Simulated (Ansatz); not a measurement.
SCF convergence of C against the mixing step

All numbers below come from DFT r2SCAN, scalar-relativistic, plane waves, PAW (Ansatz 0.2.0).

```
C
1.0
     1.22805   -2.12706    0.00000
     1.22805    2.12706    0.00000
     0.00000    0.00000    7.17327
C
4
Direct
  0.08338 0.91662 0.75314
  0.58338 0.41662 0.24686
  0.91662 0.08338 0.24686
  0.41662 0.58338 0.75314
```

```json
{
 "plane-wave cutoff": "500 eV",
 "Γ-centred k-mesh": "18×18×6",
 "occupation rule": "Gaussian smearing, 0.1 eV",
 "spin treatment": "unpolarised"
}
```

Each run starts from superposed atomic densities and uses the program's default quasi-Newton mixer with a history of 8 with its automatic preconditioner, at most 120 iterations and the default threshold on the density residual; only the mixing step differs.

```tsv
mixing step	iterations	converged	density residual (eV) at iterations 1, 3, 5
0.02	9	yes	4.8 0.48 0.0029
0.05	8	yes	4.8 0.23 0.0013
0.1	8	yes	4.8 0.13 0.001
0.2	8	yes	4.8 0.039 0.0013
0.6	9	yes	4.8 0.0081 0.001
```

This form isn't the element's structure at ambient conditions.

Cost: 5 runs of about 0.95 core-minutes in all, on Intel Xeon 6975P-C (Granite Rapids) (shared hosts).